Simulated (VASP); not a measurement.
Runs of VASP 6.6.1 on KBr. Symmetry: Fm-3m, No. 225, cubic system. Conventional cell: a = 6.549 Å, b = 6.549 Å, c = 6.549 Å, α = 90.00°, β = 90.00°, γ = 90.00°. K (site symmetry m-3m) has 6 Br at 3.27 Å as nearest neighbours. Br (site symmetry m-3m) has 6 K at 3.27 Å as nearest neighbours. 

```csv
task,cell,cutoff (eV),smearing,gap on the mesh (eV),pressure (GPa),relaxed volume (Å³/atom)
single point,"Fm-3m, 35.11 Å³/atom",520,gaussian 0.02 eV,4.34,0.1,-
single point,cell and atoms relaxed tightly for response,520,gaussian 0.01 eV,4.34,0.1,-
relaxation of cell and atoms,relaxed from: cell and atoms relaxed tightly for response,600,gaussian 0.01 eV,(a),0.0,35.27
relaxation of cell and atoms,relaxed,600,gaussian 0.02 eV,4.33,0.0,35.26
single point,"Fm-3m, 35.94 Å³/atom",520,gaussian 0.1 eV,4.28,(b),-
```

Alike in all rows: level PBEsol; potentials or basis VASP PAW PBE potentials, release 64 (K_sv, Br); no spin polarisation; k mesh 6 × 6 × 6.

**Question.** Estimate the missing entries.

**Answer.** (a) 4.32; (b) -0.3.

Caveats: the PAW data sets were made with another functional, which shifts forces and pressure a little.

A k mesh can miss the band edges, and the runs leave out spin-orbit coupling on Br.
